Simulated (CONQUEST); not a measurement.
The system is Rh.

```
CELL_PARAMETERS angstrom
2.68397 0.00000 0.00000
0.00000 2.68397 0.00000
0.00000 0.00000 3.79570
ATOMIC_POSITIONS crystal
Rh 0.00000 0.00000 0.00000
Rh 0.50000 0.50000 0.50000
```

```yaml
Program: CONQUEST 1.3
Task: single point
Functional: PBEsol
Potentials_or_basis: PseudoDojo NC PBEsol, DZP, grid cutoff 120 Ha
k_mesh: 10 × 10 × 7
Occupations: fermi-dirac, width 0.05 eV
Spin: no spin polarisation
```

On this cell: pressure 0.9 GPa; largest force zero by symmetry; band gap on the k mesh none (metal or under the smearing width).

The same run follows on a disturbed copy (atoms of the box moved at random, drawn with an rms of 0.05 Å):

```xyz
2
Lattice="2.6840 0.0000 0.0000 0.0000 2.6840 0.0000 0.0000 0.0000 3.7957" Properties=species:S:1:pos:R:3 pbc="T T T"
Rh   -0.0310    0.0081    0.0091
Rh    1.3613    1.3253    1.8989
```

Question: What changes?

Answer: The energy (extrapolated to zero smearing) moves by +5.9 meV/atom; pressure 1.3 GPa; largest force 0.426 eV/Å; band gap on the k mesh none (metal or under the smearing width).

Forces on the atoms (eV/Å):
```
Rh   0.367 -0.184 -0.096
Rh  -0.369  0.184  0.106
```

Caveats: the box holds several primitive cells, so bands are folded and the points are those of the box's own zone; the basis of atomic orbitals isn't converged, which shifts pressures, moduli and gaps; the real-space grid breaks the cell's symmetry a little (some runs).
